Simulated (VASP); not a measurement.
# C (P6_3/mmc) in VASP: notebook

One crystal, C, is run at these levels: PBE; tasks: single point, relaxation of cell and atoms.

All numbers are computed with VASP 6.6.1; they aren't measurements. Logs are shortened: lines on timing, memory, paths and dates and some standing lists are left out, and cuts for length are marked.

**1. Starting point**

Symmetry: P6_3/mmc, No. 194, hexagonal system. Conventional cell: a = 2.467 Å, b = 2.467 Å, c = 8.474 Å, α = 90.00°, β = 90.00°, γ = 120.00°. C (site symmetry -6m2) has 3 C at 1.42 Å as nearest neighbours. C (site symmetry -6m2) has 3 C at 1.42 Å as nearest neighbours.

The cell was built by a generator and needn't be a form met in nature.

**2. Single point, PBE**

Input file INCAR:

```
SYSTEM = C
  PREC = Accurate
  ENCUT = 520
  EDIFF = 1E-7
  ISMEAR = 0
  SIGMA = 0.05
  LREAL = .FALSE.
  LASPH = .TRUE.
  NELM = 100
  ALGO = Fast
  ISIF = 2
  LWAVE = .FALSE.
  LCHARG = .FALSE.
  GGA = PE
  NBANDS = 16
```

Input file KPOINTS:

```
regular mesh
0
G
  12 12 4
  0 0 0
```

Input file POSCAR:

```
C
1.0
    2.4666324891      0.0000000000      0.0000000000
   -1.2333162446      2.1361663974      0.0000000000
    0.0000000000      0.0000000000      8.4735238386
C
4
Direct
    0.0000000000      0.0000000000      0.0000000000
    0.3333333333      0.6666666667      0.0000000000
    0.0000000000      0.0000000000     -0.5000000000
    0.6666666667      0.3333333333     -0.5000000000
```

Potentials or basis: VASP PAW PBE potentials, release 64 (C).

The run is started by

```sh
> cat potpaw_PBE.64/C/POTCAR > POTCAR
> mpirun -np 1 vasp_std > vasp.out
```

OUTCAR:

```text
SYSTEM = C
   PREC = Accurate
   ENCUT = 520
   EDIFF = 1E-7
   ISMEAR = 0
   LREAL = .FALSE.
   LASPH = .TRUE.
   NELM = 100
   ISIF = 2
   GGA = PE

 ion  position               nearest neighbor table
   1  0.000  0.000  0.000-   2 1.42   2 1.42   2 1.42
   2  0.333  0.667  0.000-   1 1.42   1 1.42   1 1.42
   3  0.000  0.000  0.500-   4 1.42   4 1.42   4 1.42
   4  0.667  0.333  0.500-   3 1.42   3 1.42   3 1.42

  LATTYP: Found a hexagonal cell.
 ALAT       =     2.4666324891
 C/A-ratio  =     3.4352599652

  Lattice vectors:

 A1 = (   2.4666324891,   0.0000000000,   0.0000000000)
 A2 = (  -1.2333162446,   2.1361663974,   0.0000000000)
 A3 = (   0.0000000000,   0.0000000000,   8.4735238386)

Analysis of symmetry for initial positions (statically):
=====================================================================
 Subroutine PRICEL returns:
 Original cell was already a primitive cell.

 Routine SETGRP: Setting up the symmetry group for a
 hexagonal supercell.

 Subroutine GETGRP returns: Found 24 space group operations
 (whereof 12 operations were pure point group operations)
 out of a pool of 24 trial point group operations.

The static configuration has the point symmetry D_3h.
 The point group associated with its full space group is D_6h.

Analysis of symmetry for dynamics (positions and initial velocities):
=====================================================================
 Subroutine PRICEL returns:
 Original cell was already a primitive cell.

 Routine SETGRP: Setting up the symmetry group for a
 hexagonal supercell.

 Subroutine GETGRP returns: Found 24 space group operations
 (whereof 12 operations were pure point group operations)
 out of a pool of 24 trial point group operations.

The dynamic configuration has the point symmetry D_3h.
 The point group associated with its full space group is D_6h.

 Subroutine INISYM returns: Found 24 space group operations
 (whereof 12 operations are pure point group operations),
 and found     1 'primitive' translations

----------------------------------------------------------------------------------------

                                     Primitive cell

  volume of cell :      44.6482

  direct lattice vectors                    reciprocal lattice vectors
     2.466632489  0.000000000  0.000000000     0.405411023  0.234064163  0.000000000
    -1.233316245  2.136166397  0.000000000     0.000000000  0.468128326  0.000000000
     0.000000000  0.000000000  8.473523839     0.000000000  0.000000000  0.118014656

  length of vectors
     2.466632489  2.466632489  8.473523839     0.468128326  0.468128326  0.118014656

  position of ions in fractional coordinates (direct lattice)
     0.000000000  0.000000000  0.000000000
     0.333333333  0.666666667  0.000000000
     0.000000000  0.000000000  0.500000000
     0.666666667  0.333333333  0.500000000

  ion indices of the primitive-cell ions
   primitive index   ion index
                 1           1
                 2           2
                 3           3
                 4           4

----------------------------------------------------------------------------------------

 KPOINTS: regular mesh

Automatic generation of k-mesh.
 Grid dimensions read from file:
 generate k-points for:   12   12    4

 Generating k-lattice:

  Cartesian coordinates                     Fractional coordinates (reciprocal lattice)
     0.033784252  0.019505347  0.000000000     0.083333333  0.000000000  0.000000000
     0.000000000  0.039010694  0.000000000     0.000000000  0.083333333  0.000000000
     0.000000000  0.000000000  0.029503664     0.000000000  0.000000000  0.250000000

  Length of vectors
     0.039010694  0.039010694  0.029503664

  Shift w.r.t. Gamma in fractional coordinates (k-lattice)
     0.000000000  0.000000000  0.000000000

 Subroutine IBZKPT returns following result:
 ===========================================

 Found     57 irreducible k-points:

 Following reciprocal coordinates:
            Coordinates               Weight
  0.000000  0.000000  0.000000      1.000000
  0.083333  0.000000  0.000000      6.000000
  0.166667  0.000000  0.000000      6.000000
  0.250000  0.000000  0.000000      6.000000
  0.333333 -0.000000  0.000000      6.000000
  0.416667 -0.000000  0.000000      6.000000
[... 16 lines left out ...]
  0.250000  0.000000  0.250000     12.000000
  0.333333 -0.000000  0.250000     12.000000
 [... further k-points ...]
   k-points           NKPTS =     57   k-points in BZ     NKDIM =     57   number of bands    NBANDS=     16
   number of dos      NEDOS =    301   number of ions     NIONS =      4
   total plane-waves  NPLWV =  20736
   dimension x,y,z NGX =    18 NGY =   18 NGZ =   64
   dimension x,y,z NGXF=    36 NGYF=   36 NGZF=  128
   ions per type =               4
   NGX,Y,Z   is equivalent  to a cutoff of  12.13, 12.13, 12.56 a.u.
   NGXF,Y,Z  is equivalent  to a cutoff of  24.26, 24.26, 25.11 a.u.
 SYSTEM =  C
   PREC   = accura    normal or accurate (medium, high low for compatibility)
   ISTART =      0    job   : 0-new  1-cont  2-samecut
   ICHARG =      2    charge: 1-file 2-atom 10-const
   ISPIN  =      1    spin polarized calculation?
   LNONCOLLINEAR =      F non collinear calculations
   LSORBIT =      F    spin-orbit coupling
   LASPH  =      T    aspherical Exc in radial PAW
   ENCUT  =  520.0 eV  38.22 Ry    6.18 a.u.   4.59  4.59 15.76*2*pi/ulx,y,z
   NELM   =    100;   NELMIN=  2; NELMDL= -5     # of ELM steps
   EDIFF  = 0.1E-06   stopping-criterion for ELM
   LREAL  =      F    real-space projection
   EDIFFG = 0.1E-05   stopping-criterion for IOM
   NSW    =      0    number of steps for IOM
   IBRION =     -1    ionic relax: 0-MD 1-quasi-New 2-CG
   NFREE  =      0    steps in history (QN), initial steepest desc. (CG)
   ISIF   =      2    stress and relaxation
   ISYM   =      2    0-nonsym 1-usesym 2-fastsym
   POTIM  = 0.5000    time-step for ionic-motion
   TEBEG  =    0.0;   TEEND  =   0.0 temperature during run
   PSTRESS=    0.0 pullay stress
   NELECT =      16.0000    total number of electrons
   NUPDOWN=      -1.0000    fix difference up-down
   EMIN   =  10.00;   EMAX   =-10.00  energy-range for DOS
   EFERMI =   0.00;   METHOD = LEGACY
   ISMEAR =     0;   SIGMA  =   0.05  broadening in eV -4-tet -1-fermi 0-gaus
   EFERMI_NEDOS =   21; number of points for ismear=-14 and -15
   IALGO  =     68    algorithm
   IMIX   =      4    mixing-type and parameters
     AMIX     =   0.40;   BMIX     =  1.00
     AMIX_MAG =   1.60;   BMIX_MAG =  1.00
  volume/ion in A,a.u.               =      11.16        75.33
  Fermi-wavevector in a.u.,A,eV,Ry     =   1.162823  2.197417 18.397219  1.352157
  Thomas-Fermi vector in A             =   2.299380
   LORBIT       =      0    0 simple, 1 ext, 2 COOP (PROOUT), +10 PAW based schemes
   GGA     = PE    functional components
   LHFCALC =     F    Hartree Fock is set to
   AEXX    =    0.0000 exact exchange contribution
   IVDW    =     0    specifies the selected vdW correction
   LEPSILON=     F    determine dielectric tensor
   LRPA    =     F    only Hartree local field effects (RPA)
 non-spin polarized calculation
 RMM-DIIS sequential band-by-band and
 Gauss-broadening in eV      SIGMA  =   0.05
  energy-cutoff  :      520.00
  volume of cell :       44.65
 maximum number of plane-waves:      1224
   NGX =  9   NGY =  9   NGZ = 31

 number of electron      15.9999993 magnetization

 Free energy of the ion-electron system (eV)
  ---------------------------------------------------
  ext. energy  EPLUGINS =         0.00000000
  ---------------------------------------------------
  free energy    TOTEN  =       -36.89527193 eV

  energy without entropy =      -36.89428398  energy(sigma->0) =      -36.89477795

 E-fermi :   2.8352     XC(G=0):  -8.7614

 val. band max:        2.8346328035   @ k =   0.3333   0.3333   0.0000
 cond. band min:       2.8353424696   @ k =   0.3333   0.3333   0.2500
 fundamental gap:      0.0007096660
 Fermi energy:         2.8352040397

 k-point     1 :       0.0000    0.0000    0.0000
  band No.  band energies     occupation
      1     -16.6970      2.00000
      2     -16.6588      2.00000
      3      -5.0199      2.00000
      4      -4.5168      2.00000
      5      -0.2085      2.00000
      6      -0.2085      2.00000
[... 8 lines left out ...]
     15      14.2398      0.00000
     16      14.2656      0.00000

 k-point     2 :       0.0833    0.0000    0.0000
  band No.  band energies     occupation
      1     -16.5329      2.00000
      2     -16.4951      2.00000
      3      -4.8222      2.00000
      4      -4.3235      2.00000
      5      -0.8600      2.00000
      6      -0.8574      2.00000
[... 8 lines left out ...]
     15      13.6736      0.00000
     16      13.7078      0.00000

 k-point     3 :       0.1667    0.0000    0.0000
  band No.  band energies     occupation
      1     -16.0419      2.00000
      2     -16.0057      2.00000
      3      -4.2340      2.00000
      4      -3.7490      2.00000
      5      -2.4990      2.00000
      6      -2.4935      2.00000
[... 8 lines left out ...]
     15      13.6706      0.00000
     16      13.6760      0.00000

 k-point     4 :       0.2500    0.0000    0.0000
  band No.  band energies     occupation
      1     -15.2302      2.00000
      2     -15.1965      2.00000
      3      -4.5985      2.00000
      4      -4.5892      2.00000
      5      -3.2735      2.00000
      6      -2.8139      2.00000
[... 8 lines left out ...]
     15      16.2138      0.00000
     16      16.2202      0.00000

 k-point     5 :       0.3333   -0.0000    0.0000
  band No.  band energies     occupation
      1     -14.1100      2.00000
      2     -14.0795      2.00000
      3      -6.8028      2.00000
      4      -6.7891      2.00000
      5      -2.9498      2.00000
      6      -2.9459      2.00000
[... 8 lines left out ...]
     15      16.4140      0.00000
     16      19.0091      0.00000

 k-point     6 :       0.4167   -0.0000    0.0000
  band No.  band energies     occupation
      1     -12.7128      2.00000
      2     -12.6865      2.00000
      3      -8.9031      2.00000
      4      -8.8855      2.00000
      5      -3.4220      2.00000
      6      -3.4178      2.00000
[... 8 lines left out ...]
     15      15.9974      0.00000
     16      17.6223      0.00000
[... 267 lines left out ...]
 k-point    21 :       0.0833    0.0000    0.2500
  band No.  band energies     occupation
      1     -16.5273      2.00000
      2     -16.5007      2.00000
      3      -4.7543      2.00000
      4      -4.4022      2.00000
      5      -0.8596      2.00000
      6      -0.8578      2.00000
[... 8 lines left out ...]
     15      13.6786      0.00000
     16      13.7027      0.00000

 k-point    22 :       0.1667    0.0000    0.2500
  band No.  band energies     occupation
      1     -16.0366      2.00000
      2     -16.0110      2.00000
      3      -4.1679      2.00000
      4      -3.8255      2.00000
      5      -2.4982      2.00000
      6      -2.4943      2.00000
[... 8 lines left out ...]
     15      13.6714      0.00000
     16      13.6750      0.00000

 k-point    23 :       0.2500    0.0000    0.2500
  band No.  band energies     occupation
      1     -15.2253      2.00000
      2     -15.2014      2.00000
      3      -4.5972      2.00000
      4      -4.5906      2.00000
      5      -3.2106      2.00000
      6      -2.8860      2.00000
[... 8 lines left out ...]
     15      16.2149      0.00000
     16      16.2195      0.00000

 k-point    24 :       0.3333   -0.0000    0.2500
  band No.  band energies     occupation
      1     -14.1055      2.00000
      2     -14.0840      2.00000
      3      -6.8008      2.00000
      4      -6.7911      2.00000
      5      -2.9493      2.00000
      6      -2.9465      2.00000
[... 8 lines left out ...]
     15      19.0368      0.00000
     16      19.0418      0.00000

 [... further k-points ...]

------------------------ aborting loop because EDIFF is reached ----------------------------------------

  FORCE on cell =-STRESS in cart. coord.  units (eV):
  Direction    XX          YY          ZZ          XY          YZ          ZX
  --------------------------------------------------------------------------------------
  -------------------------------------------------------------------------------------
  Total        0.1571190      0.1571190     -0.0144329     -0.0000000      0.0000000      0.0000000
  in kB        5.6381385      5.6381385     -0.5179157     -0.0000000      0.0000000      0.0000000
  external PRESSURE =       3.5861204 kB  Pullay stress =       0.0000000 kB

 VOLUME and BASIS-vectors are now :
 -----------------------------------------------------------------------------
  energy-cutoff  :      520.00
  volume of cell :       44.65
      direct lattice vectors                 reciprocal lattice vectors
     2.466632489  0.000000000  0.000000000     0.405411023  0.234064163  0.000000000
    -1.233316245  2.136166397  0.000000000     0.000000000  0.468128326  0.000000000
     0.000000000  0.000000000  8.473523839     0.000000000  0.000000000  0.118014656

 POSITION                                       TOTAL-FORCE (eV/Angst)
 -----------------------------------------------------------------------------------
      0.00000      0.00000      0.00000        -0.000000      0.000000      0.000000
     -0.00000      1.42411      0.00000         0.000000      0.000000      0.000000
      0.00000      0.00000      4.23676         0.000000      0.000000      0.000000
      1.23332      0.71206      4.23676        -0.000000      0.000000      0.000000
 -----------------------------------------------------------------------------------
    total drift:                                0.000000     -0.000000     -0.000000

  FREE ENERGIE OF THE ION-ELECTRON SYSTEM (eV)
  ---------------------------------------------------
  free  energy   TOTEN  =       -36.8952719264 eV

  energy  without entropy=      -36.8942839803  energy(sigma->0) =      -36.89477795
```

It took 24 s on 1 thread of AMD EPYC 9R45 (Zen 5), shared host; peak memory 0.13 GiB.

What came out:

```
Free energy            : -36.8953 eV
Pressure               : 0.4 GPa
Band gap on the k mesh : none (metal or under the smearing width)
```

Stress tensor (GPa, compression positive):
```
 0.56  0.00  0.00
 0.00  0.56  0.00
 0.00  0.00 -0.05
```

Levels at points of the mesh, in eV from the Fermi level:
```csv
k point,band 6,band 7,band 8,band 9,band 10,band 11
"(0.00, 0.00, 0.00)",-3.04,-3.04,-3.04,3.10,6.47,8.30
"(0.50, 0.00, 0.00)",-6.42,-2.44,-2.29,1.58,1.80,7.33
"(0.00, 0.00, 0.50)",-3.04,-3.04,-3.04,4.39,4.39,8.30
"(0.50, 0.00, 0.50)",-6.42,-2.36,-2.36,1.67,1.67,7.36
```

Caveat: this functional lacks dispersion, which binds the layers, so the pressure and a relaxed spacing across them are unreliable.

(Part 1 of 2 ends here.)
